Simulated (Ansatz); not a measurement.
**What a change of settings does: Ir (bcc type)**

First run: DFT, PBE, PAW with Ansatz's default frozen-core files, scalar-relativistic (Ansatz 0.2.0).

Command: `ansatz run input.yaml --threads 1 --pin off --max-ram 2048MiB --backend cpu --events-out ev --progress --plain --runs-dir out` It took 1.9 s on 1 thread of Arm Neoverse V2, on a shared host, peak memory 0.27 GiB.

```yaml
crystal:
  lattice:
    - [-1.173835859, 1.173835859, 1.173835859]
    - [1.173835859, -1.173835859, 1.173835859]
    - [1.173835859, 1.173835859, -1.173835859]
  atoms:
    - { symbol: Ir, position: [0.0, 0.0, 0.0] }
kpoints:
  mp_grid: { grid: [17, 17, 17] }
scf:
  occupations: { method: fermi_dirac, width: 0.05 }
hamiltonian:
  xc: pbe
  pseudopotentials: { kind: paw }
output:
  forces: true
  stress: true
  eigenvalues: true
basis:
  ecutwfc: 600
```

The cell comes from a relaxation on PAW files under the same functional, begun from a prototype that needn't be the stable phase.

This run: volume at 0.43 of the series' base cell, ecut 600.

It converges in 7 SCF iterations at a pressure of 1866 GPa, cutoff 600 eV.

A second run of a changed input logged this at its end:

```
Error: inconsistent input (scf.occupations.method, magnetization): a σ = 0 step fill (method: fixed, or a smearing width below the step floor) cannot realise an odd electron count (17) without a locked total moment — the per-k integer fill puts the same N_el/2 bands in each spin channel; set magnetization.spin_polarized: true with magnetization.spin_locking.lock_magnetization: hard and an odd magnetization.initial_magnetization (the unpaired electron then fills one channel), or use a smearing method with a finite width, such as fermi_dirac
```

**Question.** What was wrong with the input?

**Answer.** The fault: fixed occupations whatever the gap, by this change (others could give a like log):
```diff
 scf:
-  occupations: { method: fermi_dirac, width: 0.05 }
+  occupations: { method: fixed }
+  max_iter: 100
 hamiltonian:
```
